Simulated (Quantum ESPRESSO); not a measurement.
# Co and the effect of the Hubbard U on Co d

The structure is hexagonal, space group P6_3/mmc (No. 194). Conventional cell: a = 2.472 Å, b = 2.472 Å, c = 4.021 Å, α = 90.00°, β = 90.00°, γ = 120.00°. Co (site symmetry -6m2) has 12 Co at 2.47 Å as nearest neighbours.

Kept alike: task single point; functional PBEsol; k mesh 12 × 12 × 7; occupations fermi-dirac, width 0.05 eV; collinear spin, ferromagnetic start. Program: Quantum ESPRESSO, GBRV 1.5 PBEsol, cutoff 762 eV. The mesh is that of the run's cell of 2 atoms. No spin-orbit coupling.

```csv
"Hubbard U on Co d, U (eV)",pressure (GPa),largest site moment (μB)
0,-5.39,1.72
1,-3.68,1.80
2,-1.67,1.88
3,-0.71,1.91
4,2.43,1.95
5,3.02,1.97
6,3.90,2.02
8,6.39,2.09
```

Pressure is positive in compression; the values hold the error of the finite cutoff, so their zero can differ a little from the energy's minimum. For a metal such a mesh leaves the last digits unconverged. How U acts hangs on the program's projectors. The runs hold the magnetic state that their start led to, which needn't be the lowest. Site moments count inside each atom's sphere or projector.

The pressure rises from -5.39 to 6.39 GPa between 0 and 8 eV. U localises the shell and weakens its bonds, so the cell pushes outwards. The largest site moment rises from 1.72 to 2.09 μB between 0 and 8 eV.
